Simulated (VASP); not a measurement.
# TiS2 (P-3m1) in VASP: further runs, part 2 of 2

VASP 6.6.1.

### 3 Single point, PBEsol+D3(BJ)

The input, INCAR:

```
SYSTEM = TiS2
ALGO     = Fast           ! electronic algorithm
EDIFF    = 1E-6           ! SCF threshold, eV
ENCUT    = 520            ! plane-wave cutoff, eV
GGA      = PS             ! functional
ISIF     = 2              ! what is computed and relaxed
ISMEAR   = -5             ! smearing method
IVDW     = 12             ! dispersion correction
LASPH    = .TRUE.         ! aspherical terms in the spheres
LCHARG   = .FALSE.        ! write CHGCAR
LREAL    = .FALSE.        ! projectors in reciprocal space
LWAVE    = .FALSE.        ! write WAVECAR
NBANDS   = 19             ! bands
NELM     = 100            ! most SCF steps
PREC     = Accurate       ! precision mode
SIGMA    = 0.1            ! smearing width, eV
```

The input, KPOINTS:

```
k-points
0
G
  9 9 5
  0 0 0
```

The input, POSCAR:

```
TiS2
1.0
    3.4120000000      0.0000000000      0.0000000000
   -1.7060000000      2.9548786777      0.0000000000
    0.0000000000      0.0000000000      5.6950000000
Ti S
1 2
Direct
    0.0000000000      0.0000000000      0.0000000000
    0.6666666667      0.3333333333      0.7500000000
    0.3333333333      0.6666666667      0.2500000000
```

Potentials or basis: VASP PAW PBE potentials, release 64 (Ti_sv, S).

On the command line:

```console
> cat potpaw_PBE.64/Ti_sv/POTCAR potpaw_PBE.64/S/POTCAR > POTCAR
> mpirun -np 1 vasp_std > vasp.out
```

OUTCAR:

```text
SYSTEM = TiS2
   EDIFF = 1E-6
   ENCUT = 520
   GGA = PS
   ISIF = 2
   ISMEAR = -5
   IVDW = 12
   LASPH = .TRUE.
   LREAL = .FALSE.
   NELM = 100
   PREC = Accurate
 IVDW          = 12

 ion  position               nearest neighbor table
   1  0.000  0.000  0.000-   2 2.43   3 2.43   3 2.43   2 2.43   2 2.43   3 2.43
   2  0.667  0.333  0.750-   1 2.43   1 2.43   1 2.43
   3  0.333  0.667  0.250-   1 2.43   1 2.43   1 2.43

  LATTYP: Found a hexagonal cell.
 ALAT       =     3.4120000000
 C/A-ratio  =     1.6691090270

  Lattice vectors:

 A1 = (   3.4120000000,   0.0000000000,   0.0000000000)
 A2 = (  -1.7060000000,   2.9548786777,   0.0000000000)
 A3 = (   0.0000000000,   0.0000000000,   5.6950000000)

Analysis of symmetry for initial positions (statically):
=====================================================================
 Subroutine PRICEL returns:
 Original cell was already a primitive cell.

 Routine SETGRP: Setting up the symmetry group for a
 hexagonal supercell.

 Subroutine GETGRP returns: Found 12 space group operations
 (whereof 12 operations were pure point group operations)
 out of a pool of 24 trial point group operations.

The static configuration has the point symmetry D_3d.

Analysis of symmetry for dynamics (positions and initial velocities):
=====================================================================
 Subroutine PRICEL returns:
 Original cell was already a primitive cell.

 Routine SETGRP: Setting up the symmetry group for a
 hexagonal supercell.

 Subroutine GETGRP returns: Found 12 space group operations
 (whereof 12 operations were pure point group operations)
 out of a pool of 24 trial point group operations.

The dynamic configuration has the point symmetry D_3d.

 Subroutine INISYM returns: Found 12 space group operations
 (whereof 12 operations are pure point group operations),
 and found     1 'primitive' translations

[... 119 lines left out ...]
  volume/ion in A,a.u.               =      19.14       129.16
  Fermi-wavevector in a.u.,A,eV,Ry     =   1.224046  2.313112 20.385458  1.498289
  Thomas-Fermi vector in A             =   2.359135
   LORBIT       =      0    0 simple, 1 ext, 2 COOP (PROOUT), +10 PAW based schemes
   GGA     = PS    functional components
   LHFCALC =     F    Hartree Fock is set to
   AEXX    =    0.0000 exact exchange contribution
   IVDW    =    12    specifies the selected vdW correction
   LEPSILON=     F    determine dielectric tensor
   LRPA    =     F    only Hartree local field effects (RPA)
 non-spin polarized calculation
 RMM-DIIS sequential band-by-band and
 Fermi weights with tetrahedron method with Bloechl corrections
  energy-cutoff  :      520.00
  volume of cell :       57.42
 maximum number of plane-waves:      1575
 NGX is ok and might be reduce to    28
   NGX = 13   NGY = 13   NGZ = 21

 number of electron      23.9999999 magnetization

 Free energy of the ion-electron system (eV)
  ---------------------------------------------------
  ext. energy  EPLUGINS =         0.00000000
  ---------------------------------------------------
  free energy    TOTEN  =       -21.10930568 eV

  energy without entropy =      -21.10930568  energy(sigma->0) =      -21.10930568

 E-fermi :   5.3535     XC(G=0): -10.2888

 val. band max:        5.4554097703   @ k =   0.0000   0.0000   0.0000
 cond. band min:       5.2791698830   @ k =   0.0000   0.4444   0.4000
 fundamental gap:     -0.1762398873
 Fermi energy:         5.3535308871

 k-point     1 :       0.0000    0.0000    0.0000
  band No.  band energies     occupation
      1     -52.0775      2.00000
      2     -28.4089      2.00000
      3     -28.3586      2.00000
      4     -28.3586      2.00000
      5      -8.3810      2.00000
      6      -6.6780      2.00000
[... 505 lines left out ...]
      6      -6.5910      2.00000
[... 11 lines left out ...]
     18      13.0922      0.00000
     19      13.2675      0.00000

 [... further k-points ...]

------------------------ aborting loop because EDIFF is reached ----------------------------------------

 Edisp (eV)   -0.99298

 E8    (eV) :    -0.6236

  FORCE on cell =-STRESS in cart. coord.  units (eV):
  Direction    XX          YY          ZZ          XY          YZ          ZX
  --------------------------------------------------------------------------------------
  -------------------------------------------------------------------------------------
  Total      -2.39845    -2.39845    -1.97102     0.00000     0.00000     0.00000
  in kB     -66.92652   -66.92652   -54.99946     0.00000     0.00000     0.00000
  external pressure =      -62.95 kB  Pullay stress =        0.00 kB

 VOLUME and BASIS-vectors are now :
 -----------------------------------------------------------------------------
  energy-cutoff  :      520.00
  volume of cell :       57.42
      direct lattice vectors                 reciprocal lattice vectors
     3.412000000  0.000000000  0.000000000     0.293083236  0.169211685  0.000000000
    -1.706000000  2.954878678  0.000000000     0.000000000  0.338423370  0.000000000
     0.000000000  0.000000000  5.695000000     0.000000000  0.000000000  0.175592625

 POSITION                                       TOTAL-FORCE (eV/Angst)
 -----------------------------------------------------------------------------------
      0.00000      0.00000      0.00000        -0.000000      0.000000     -0.000000
      1.70600      0.98496      4.27125         0.000000     -0.000000      0.278565
     -0.00000      1.96992      1.42375         0.000000      0.000000     -0.278565
 -----------------------------------------------------------------------------------
    total drift:                               -0.000000     -0.000000     -0.000000

  FREE ENERGIE OF THE ION-ELECTRON SYSTEM (eV)
  ---------------------------------------------------
  free  energy   TOTEN  =       -22.1022838175 eV

  energy  without entropy=      -22.1022838175  energy(sigma->0) =      -22.10228382
```

stdout:

```text
POSCAR found type information on POSCAR TiS
 POSCAR found :  2 types and       3 ions
 scaLAPACK will be used
 -----------------------------------------------------------------------------
|                                                                             |
[... 24 lines left out ...]
|     occupations, so forces and stress will be inaccurate. We suggest        |
|     using a different smearing scheme ISMEAR = 1 or 2 for metals in         |
|     relaxations.                                                            |
|                                                                             |
 -----------------------------------------------------------------------------
```

Run time: 50 s. Hardware: 1 thread of Intel Xeon 6975P-C (Granite Rapids), shared host; peak memory 0.21 GiB.

Results:

```yaml
Free_energy: -22.1023 eV
Pressure: -6.3 GPa
Largest_force: 0.279 eV/Å
Band_gap_on_the_k_mesh: none (metal or under the smearing width)
Dispersion_energy_per_atom: -0.331 eV
```

Forces on the atoms (eV/Å):
```
Ti   0.000  0.000  0.000
S    0.000  0.000  0.279
S    0.000  0.000 -0.279
```

Caveat: the PAW data sets were made with another functional, which shifts forces and pressure a little; pairwise dispersion overbinds metals, which lowers pressure and volume; tetrahedron occupations give inexact forces and stress in metals.
